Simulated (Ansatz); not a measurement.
**Si7Ge (P-43m), clamped-ion strain scan**

The calculation used Ansatz, DFT r2SCAN, scalar-relativistic, plane waves, PAW. The runs took a 500 eV cutoff, a Γ-centred 6×6×6 mesh and Gaussian smearing (0.05 eV). No spin polarisation. Energies are free energies at this smearing, counted from the undisturbed cell; pressure is positive in compression.

Zero of the scan (relaxed at this level; it needn't be the usual structure):

```
Si Ge
1.0
     5.46797    0.00000    0.00000
     0.00000    5.46797    0.00000
     0.00000    0.00000    5.46797
Si Ge
7 1
Direct
  0.25243 0.25243 0.25243
  0.00000 0.50000 0.50000
  0.50000 0.50000 0.00000
  0.50000 0.00000 0.50000
  0.74757 0.25243 0.74757
  0.74757 0.74757 0.25243
  0.25243 0.74757 0.74757
  0.00000 0.00000 0.00000
```

The cell is strained by ε times the Voigt pattern (0, 1, 0, 0, 0, 0) (xx, yy, zz, yz, xz, xy; engineering shear) with fractional coordinates fixed.

```tsv
ε	ΔE (meV/atom)	stress summed along the pattern (GPa, tension positive)	pressure (GPa)	gap on the mesh (eV)
-0.1000	?	?	11.7	0.00
-0.0750	61.2	-12.96	8.4	0.00
-0.0500	27.0	-8.55	5.3	0.10
-0.0250	6.7	-4.21	2.5	0.39
0.0000	0.0	-0.03	0.0	0.59
0.0250	6.3	3.95	-2.2	0.56
0.0500	25.0	7.71	-4.1	0.50
0.0750	?	11.23	?	0.43
0.0875	74.4	?	?	0.40
0.1000	96.3	14.49	-7.3	0.36
```

Where the gap reads zero the k-mesh, chosen for the insulator, is on the coarse side.

Task: Give the withheld values.

Result: ΔE (meV/atom) at ε = -0.1000: 109.5; stress summed along the pattern (GPa, tension positive) at ε = -0.1000: -17.24; ΔE (meV/atom) at ε = 0.0750: 55.2; pressure (GPa) at ε = 0.0750: -5.9; stress summed along the pattern (GPa, tension positive) at ε = 0.0875: 12.89; pressure (GPa) at ε = 0.0875: -6.6.